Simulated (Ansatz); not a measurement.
## Bands of Mg₂Si

```xyz
3
Lattice="0.0000 3.1950 3.1950 3.1950 0.0000 3.1950 3.1950 3.1950 0.0000" Properties=species:S:1:pos:R:3 pbc="T T T"
Mg    1.5975    1.5975    1.5975
Mg    4.7925    4.7925    4.7925
Si    0.0000    0.0000    0.0000
```

Atoms are numbered in the order listed.

The conventional cell has a = 6.390 Å, b = 6.390 Å, c = 6.390 Å, α = 90.00°, β = 90.00°, γ = 90.00°. Mg (atom 1) is surrounded by 4 Si at 2.77 Å. Around Si (atom 3) lie 8 Mg at 2.77 Å.

The cell is COD entry 9009039, as deposited and not checked against the literature; nothing was relaxed. It differs from other determinations.

Level of theory: DFT, PBEsol, all-electron LAPW, scalar-relativistic (Ansatz 0.2.0).

Sampling and basis: a Γ-centred 9×9×9 k mesh, Fermi–Dirac smearing of 0.05 eV, basis error target 0.5 meV/atom, no spin polarisation.

Points in fractions of the reciprocal vectors of this cell: Γ (0, 0, 0), X (0.5, 0, 0.5), U (0.625, 0.25, 0.625), K (0.375, 0.375, 0.75), L (0.5, 0.5, 0.5), W (0.5, 0.25, 0.75). The path joins them by straight lines in the order Γ–X–U–K–Γ–L–W–X; legs that retrace an earlier one aren't tabulated. Energies are in eV from the top of the valence band.

Question: Metal or insulator at this level of theory?

Answer: An insulator or semiconductor: gap 0.15 eV, indirect from Γ to X (0.5, 0, 0.5) (so small a gap may close at points that the mesh and path miss).

Question: Tabulate bands 12 to 18, counted from the lowest band of the run, along the path.

Answer: 
| k (1/Å) | point | band 12 | band 13 | band 14 | band 15 | band 16 | band 17 | band 18 |
| --- | --- | --- | --- | --- | --- | --- | --- | --- |
| 0.00 | Γ | -42.56 | -9.04 | 0.00 | 0.00 | 0.00 | 1.70 | 2.52 |
| 0.14 |  | -42.56 | -8.98 | -0.43 | -0.19 | -0.19 | 2.16 | 2.33 |
| 0.28 |  | -42.56 | -8.80 | -1.21 | -0.61 | -0.61 | 1.89 | 2.73 |
| 0.42 |  | -42.56 | -8.51 | -2.02 | -1.04 | -1.04 | 1.40 | 2.15 |
| 0.56 |  | -42.56 | -8.12 | -2.81 | -1.42 | -1.42 | 0.97 | 1.32 |
| 0.70 |  | -42.56 | -7.68 | -3.55 | -1.69 | -1.69 | 0.64 | 0.67 |
| 0.84 |  | -42.56 | -7.27 | -4.15 | -1.87 | -1.87 | 0.28 | 0.44 |
| 0.98 | X | -42.55 | -7.09 | -4.39 | -1.92 | -1.92 | 0.15 | 0.37 |
| 1.03 |  | -42.55 | -7.09 | -4.38 | -2.00 | -1.92 | 0.19 | 0.44 |
| 1.08 |  | -42.55 | -7.08 | -4.36 | -2.19 | -1.90 | 0.25 | 0.66 |
| 1.13 |  | -42.55 | -7.08 | -4.32 | -2.44 | -1.86 | 0.31 | 1.01 |
| 1.18 |  | -42.55 | -7.08 | -4.26 | -2.71 | -1.82 | 0.37 | 1.43 |
| 1.23 |  | -42.55 | -7.08 | -4.18 | -2.97 | -1.76 | 0.45 | 1.90 |
| 1.28 |  | -42.55 | -7.09 | -4.08 | -3.21 | -1.69 | 0.54 | 2.40 |
| 1.33 | U | -42.55 | -7.11 | -3.97 | -3.41 | -1.61 | 0.65 | 2.92 |
| 1.42 |  | -42.56 | -7.13 | -3.92 | -3.46 | -1.70 | 0.91 | 3.19 |
| 1.50 |  | -42.56 | -7.14 | -3.90 | -3.39 | -1.95 | 1.46 | 3.42 |
| 1.59 |  | -42.56 | -7.15 | -3.90 | -3.28 | -2.15 | 2.13 | 3.09 |
| 1.68 |  | -42.56 | -7.15 | -3.90 | -3.28 | -2.15 | 2.13 | 3.09 |
| 1.76 |  | -42.56 | -7.14 | -3.90 | -3.39 | -1.95 | 1.46 | 3.42 |
| 1.85 |  | -42.56 | -7.13 | -3.92 | -3.46 | -1.70 | 0.91 | 3.19 |
| 1.93 | K | -42.55 | -7.11 | -3.97 | -3.41 | -1.61 | 0.65 | 2.92 |
| 2.08 |  | -42.56 | -7.28 | -3.77 | -3.55 | -1.30 | 1.05 | 4.31 |
| 2.23 |  | -42.56 | -7.62 | -3.68 | -2.99 | -0.93 | 1.56 | 4.25 |
| 2.38 |  | -42.56 | -8.05 | -3.22 | -2.32 | -0.55 | 2.09 | 3.59 |
| 2.53 |  | -42.56 | -8.45 | -2.51 | -1.57 | -0.25 | 2.40 | 3.08 |
| 2.68 |  | -42.56 | -8.77 | -1.60 | -0.83 | -0.08 | 2.31 | 2.73 |
| 2.83 |  | -42.56 | -8.97 | -0.62 | -0.23 | -0.01 | 2.05 | 2.56 |
| 2.98 | Γ | -42.56 | -9.04 | 0.00 | 0.00 | 0.00 | 1.70 | 2.52 |
| 3.10 |  | -42.56 | -8.99 | -0.49 | -0.06 | -0.06 | 1.94 | 2.62 |
| 3.22 |  | -42.56 | -8.86 | -1.39 | -0.19 | -0.19 | 1.89 | 2.85 |
| 3.34 |  | -42.56 | -8.64 | -2.33 | -0.35 | -0.35 | 1.67 | 2.99 |
| 3.46 |  | -42.56 | -8.36 | -3.20 | -0.50 | -0.50 | 1.46 | 2.90 |
| 3.58 |  | -42.56 | -8.04 | -3.96 | -0.60 | -0.60 | 1.30 | 2.71 |
| 3.71 |  | -42.56 | -7.76 | -4.51 | -0.67 | -0.67 | 1.20 | 2.57 |
| 3.83 | L | -42.56 | -7.63 | -4.72 | -0.69 | -0.69 | 1.17 | 2.51 |
| 3.93 |  | -42.56 | -7.61 | -4.68 | -0.99 | -0.76 | 1.43 | 2.40 |
| 4.03 |  | -42.56 | -7.54 | -4.59 | -1.58 | -0.95 | 1.85 | 2.21 |
| 4.13 |  | -42.56 | -7.44 | -4.43 | -2.19 | -1.27 | 2.10 | 2.18 |
| 4.22 |  | -42.56 | -7.31 | -4.22 | -2.74 | -1.66 | 2.13 | 2.48 |
| 4.32 |  | -42.56 | -7.18 | -3.97 | -3.18 | -2.08 | 2.28 | 2.81 |
| 4.42 |  | -42.56 | -7.08 | -3.71 | -3.47 | -2.46 | 2.48 | 3.19 |
| 4.52 | W | -42.56 | -7.04 | -3.57 | -3.57 | -2.64 | 2.61 | 3.50 |
| 4.59 |  | -42.56 | -7.04 | -3.78 | -3.33 | -2.61 | 2.34 | 2.87 |
| 4.66 |  | -42.55 | -7.05 | -3.97 | -3.06 | -2.54 | 1.85 | 2.27 |
| 4.73 |  | -42.55 | -7.06 | -4.12 | -2.78 | -2.42 | 1.35 | 1.71 |
| 4.80 |  | -42.55 | -7.07 | -4.24 | -2.49 | -2.27 | 0.89 | 1.21 |
| 4.87 |  | -42.55 | -7.08 | -4.32 | -2.22 | -2.11 | 0.51 | 0.79 |
| 4.94 |  | -42.55 | -7.09 | -4.38 | -2.01 | -1.98 | 0.25 | 0.48 |
| 5.01 | X | -42.55 | -7.09 | -4.39 | -1.92 | -1.92 | 0.15 | 0.37 |

Kohn–Sham gaps of semilocal functionals usually fall short of measured ones.
